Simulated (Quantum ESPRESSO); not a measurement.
CsH under changes of volume

One of the cells (32.401 Å³/atom); the others are scaled copies at fixed shape and fractional positions:

```
Cs H
1.0
     0.00000    3.18800    3.18800
     3.18800    0.00000    3.18800
     3.18800    3.18800    0.00000
Cs H
1 1
Cartesian
  0.0000 0.0000 0.0000
  3.1880 3.1880 3.1880
```

| Quantity | Value |
| --- | --- |
| Program | Quantum ESPRESSO 7.5 |
| Functional | LDA |
| Potentials or basis | GBRV 1.5 LDA |
| Cutoff | 612 eV |
| Density cutoff | 4898 eV |
| k mesh | 7 × 7 × 7 |
| Occupations | fermi-dirac, width 0.05 eV |
| Spin | no spin polarisation |

| volume (Å³/atom) | energy over the lowest point (meV/atom) | pressure (GPa) | gap on the mesh (eV) |
| --- | --- | --- | --- |
| 30.457 | 0.00 | -0.8 | 2.17 |
| 31.105 | 3.63 | -1.0 | 2.19 |
| 31.753 | 7.91 | -1.2 | 2.22 |
| 32.401 | 12.85 | -1.3 | 2.24 |
| 33.049 | 18.31 | -1.4 | 2.26 |
| 33.697 | 24.28 | -1.5 | 2.27 |
| 34.345 | ? | ? | ? |

Q: What does the run at 34.345 Å³/atom give?

A: Energy over the lowest point 30.70 meV/atom; pressure -1.7 GPa; gap on the mesh 2.29 eV.

Worked out: A Birch-Murnaghan fit of order 3 (a polynomial in V^(-2/3)) to the other rows has no minimum within the range. It gives 30.70 meV/atom at 34.345 Å³/atom, against the run's 30.70, and -dE/dV = -1.6 GPa, against -1.7. A straight line through the other rows of the gap, of slope 1.03 eV per unit of ln V (its deformation potential), extrapolates to 2.30 eV, against the run's 2.29.

Energies are extrapolated to zero smearing.

Caveats: spin-orbit coupling is left out, which moves the levels of the heavy elements; an odd mesh through Γ misses points on the zone boundary, where band edges often lie.
